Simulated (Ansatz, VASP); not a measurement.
## One calculation of TaN, two programs

```
Ta N
1.0
     5.16113    0.00000    0.00000
    -2.58056    4.46967    0.00000
     0.00000    0.00000    2.89146
Ta N
3 3
Direct
  0.33333 0.66667 0.50000
  0.66667 0.33333 0.50000
  0.00000 0.00000 0.00000
  0.39285 0.00000 0.00000
  0.60715 0.60715 0.00000
  0.00000 0.39285 0.00000
```

Alike in both runs: task single point; functional PBEsol; k mesh 5 × 5 × 8; no spin polarisation.

|  | VASP | Ansatz |
| --- | --- | --- |
| version | VASP 6.6.1 | Ansatz 0.2.0 |
| potentials or method | VASP PAW PBE potentials, release 64 (Ta_pv, N) | plane waves, PAW |
| plane-wave cutoff (eV) | 520 | 517 |
| occupations | fermi-dirac, width 0.1 eV | fermi-dirac |
| valence electrons in the cell | 48 | 54 |

```tsv
	VASP	Ansatz	Ansatz less VASP
pressure (GPa)	3.9	3.0	-0.93
largest component of the traceless stress (GPa)	1.08	1.00	-0.078
```

The two sets of potentials don't hold the same shells in valence.

Caveats: the PAW data sets were made with another functional, which shifts forces and pressure a little (VASP). Spin-orbit coupling is left out, which matters for the levels of Ta.
